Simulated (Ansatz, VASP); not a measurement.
Mo in VASP and in Ansatz

```
CELL_PARAMETERS angstrom
-1.58381 1.58381 1.58381
1.58381 -1.58381 1.58381
1.58381 1.58381 -1.58381
ATOMIC_POSITIONS crystal
Mo 0.00000 0.00000 0.00000
```

Alike in both runs: task relaxation of cell and atoms; functional r2SCAN; k mesh 12 × 12 × 12; occupations fermi-dirac, width 0.05 eV; no spin polarisation.

```csv
,VASP,Ansatz
version,VASP 6.6.1,Ansatz 0.2.0
potentials or method,"VASP PAW PBE potentials, release 64 (Mo_sv)",Ansatz PAW
plane-wave cutoff (eV),600,500
valence electrons in the cell,14,14
```

VASP gave:

| Item | Value |
| --- | --- |
| gap on the k mesh at the Fermi level, each at its own relaxed structure (eV) | none |
| relaxed volume (Å³/atom) | 15.69 |
| relaxed cell length with the largest relative difference (Å) | 2.732 |
| energy change over the relaxation (meV/atom) | -2 |

Q: Which values does Ansatz return?

A: gap on the k mesh at the Fermi level, each at its own relaxed structure (eV): none; relaxed volume (Å³/atom): 15.62; relaxed cell length with the largest relative difference (Å): 2.728; energy change over the relaxation (meV/atom): -4.

A gap of «none» marks a metal or a gap that the smearing closes.

Caveats: the PAW data sets were made with another functional, which shifts forces and pressure a little (VASP); the plane-wave basis is chosen anew once the cell has moved, so the energies of steps on either side of that aren't comparable (Ansatz); the PAW data sets come from PBE, with cores solved anew for the run's functional, which leaves a small shift of forces and pressure (Ansatz).
